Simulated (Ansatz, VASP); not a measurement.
## Two plane-wave programs on Mo

Contents of INCAR:

```
SYSTEM = Mo
  ALGO = Normal
  EDIFF = 1E-6
  ENCUT = 520
  GGA = PS
  ISIF = 2
  ISMEAR = -1
  LASPH = .True.
  LCHARG = .False.
  LREAL = .False.
  LWAVE = .False.
  NBANDS = 13
  NELM = 100
  PREC = Accurate
  SIGMA = 0.1
```

KPOINTS

```
k-points
0
Gamma
  14 14 14
  0 0 0
```

POSCAR

```
Mo
1.0
    2.5040974805      0.0000000000      0.0000000000
    0.0000000000      2.5040974805      0.0000000000
    0.0000000000      0.0000000000      2.5040974805
Mo
1
Direct
    0.0000000000      0.0000000000      0.0000000000
```

Input for Ansatz:

```yaml
crystal:
  lattice:
    - [2.5040974805, 0.0, 0.0]
    - [0.0, 2.5040974805, 0.0]
    - [0.0, 0.0, 2.5040974805]
  atoms:
    - { symbol: Mo, position: [0.0, 0.0, 0.0] }
hamiltonian:
  xc: pbesol
  pseudopotentials:
    kind: paw
    azcp:
      Mo: "pseudopotentials/Mo.paw.azcp"
basis:
  ecutwfc: 420
  fft_grid_basis: typed
kpoints:
  mp_grid: { grid: [14, 14, 14], shift: [0, 0, 0] }
magnetization:
  spin_polarized: false
scf:
  occupations: { method: fermi_dirac, width: 0.1 }
  lower_state_search: "off"
output:
  stress: true
  write_density: true
  write_potential: true
  elf: true
  volumetric_format: npy
```

Alike in both runs: task single point; functional PBEsol; k mesh 14 × 14 × 14; occupations fermi-dirac, width 0.1 eV; no spin polarisation.

|  | VASP | Ansatz |
| --- | --- | --- |
| version | VASP 6.6.1 | Ansatz 0.2.0 |
| potentials or method | VASP PAW PBE potentials, release 64 (Mo_sv) | plane waves (420 eV) with PAW, scalar-relativistic |
| plane-wave cutoff (eV) | 520 | 420 |
| valence electrons in the cell | 14 | 14 |

|  | VASP | Ansatz | Ansatz less VASP |
| --- | --- | --- | --- |
| pressure (GPa) | 19.7 | 18.9 | -0.80 |

With one functional, cell and mesh, what is left measures potentials, basis and numerics. Ansatz warned: «pseudo_functional_mismatch».

Caveats: so large a pressure means that the cell lies far from this level's equilibrium, or that cutoff or potentials fall short (VASP); the potentials were made for another functional, which shifts forces and pressure (VASP).
